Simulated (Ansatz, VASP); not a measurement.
# SrO: VASP beside Ansatz

The input INCAR:

```
PREC = Accurate ; ENCUT = 520
EDIFF = 1E-7 ; ISMEAR = -1
SIGMA = 0.05 ; LREAL = F
LASPH = T ; NELM = 60
ALGO = Normal ; ISIF = 2
LWAVE = F ; LCHARG = F
GGA = RE ; IVDW = 12
NBANDS = 15
```

Contents of KPOINTS:

```
Automatic mesh
0
Gamma
  9 9 9
```

The input POSCAR:

```
SrO
1.0
    0.0000000000      2.5316160185      2.5316160185
    2.5316160185      0.0000000000      2.5316160185
    2.5316160185      2.5316160185      0.0000000000
Sr O
1 1
Direct
    0.5000000000      0.5000000000      0.5000000000
    0.0000000000      0.0000000000      0.0000000000
```

The input input.yaml:

```yaml
crystal:
  lattice:
    - [0.0, 2.5316160185, 2.5316160185]
    - [2.5316160185, 0.0, 2.5316160185]
    - [2.5316160185, 2.5316160185, 0.0]
  atoms:
    - { symbol: Sr, position: [0.5, 0.5, 0.5] }
    - { symbol: O, position: [0.0, 0.0, 0.0] }
hamiltonian:
  xc: revpbe
  pseudopotentials: { kind: paw }
  dispersion: d3bj
kpoints:
  mp_grid: { grid: [9, 9, 9] }
scf:
  occupations: { method: fermi_dirac, width: 0.05 }
output:
  forces: true
  stress: true
  eigenvalues: true
```

Alike in both runs: task single point; functional revPBE; dispersion D3(BJ); k mesh 9 × 9 × 9; occupations fermi-dirac, width 0.05 eV; no spin polarisation.

```csv
,VASP,Ansatz
version,VASP 6.6.1,Ansatz 0.2.0
potentials or method,"VASP PAW PBE potentials, release 64 (Sr_sv, O)",Ansatz PAW
plane-wave cutoff (eV),520,420
valence electrons in the cell,16,16
```

```tsv
	VASP	Ansatz	Ansatz less VASP
gap on the k mesh at the Fermi level (eV)	3.38	3.43	+0.055
least direct gap on the mesh (eV)	3.44	3.49	+0.043
pressure (GPa)	6.0	5.3	-0.73
dispersion energy (meV/atom)	-463.4	-463.5	-0.09
```

Caveats: the PAW data sets were made with another functional, which shifts forces and pressure a little (VASP); an odd mesh through Γ misses points on the zone boundary, where band edges often lie (VASP); odd divisions of the mesh miss points on the zone boundary, where band edges often lie, so the gap on the mesh can be too wide (Ansatz); the pressure holds a Pulay correction of +0.3 GPa for the finite cutoff (Ansatz); the PAW data sets come from PBE, with cores solved anew for the run's functional, which leaves a small shift of forces and pressure (Ansatz).
